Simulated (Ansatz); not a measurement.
BAs, 2 atoms in the cell. Symmetry: F-43m, No. 216, cubic system. Conventional cell: a = 4.777 Å, b = 4.777 Å, c = 4.777 Å, α = 90.00°, β = 90.00°, γ = 90.00°. As (site symmetry -43m) is surrounded by 4 B at 2.07 Å. Around B (site symmetry -43m) lie 4 As at 2.07 Å. 

- Program: Ansatz 0.2.0
- Task: single point
- Functional: PBE
- Potentials or basis: all-electron LAPW, scalar-relativistic
- Cutoff: 315 eV (chosen from the basis error)
- Basis error allowed: 0.001 eV/atom
- k mesh: 10 × 10 × 10
- Occupations: gaussian, width 0.03 eV
- Spin: no spin polarisation

Potentials or basis: all-electron LAPW, scalar-relativistic.

Launch:

```console
$ ansatz run input.yaml --threads 1 --pin off --max-ram 3072MiB --backend cpu --events-out ev --progress --plain --runs-dir out
```

Hardware: 1 thread of Intel(R) Xeon(R) Platinum 8488C (Sapphire Rapids) (shared host).

Task: How long does it take, and how much memory?

Result: Wall time 6.8 s on 1 thread of Intel(R) Xeon(R) Platinum 8488C (Sapphire Rapids) (shared host), peak memory 0.31 GiB. Counts: scf iterations 7, plane waves 331, k points 47, bands 18.
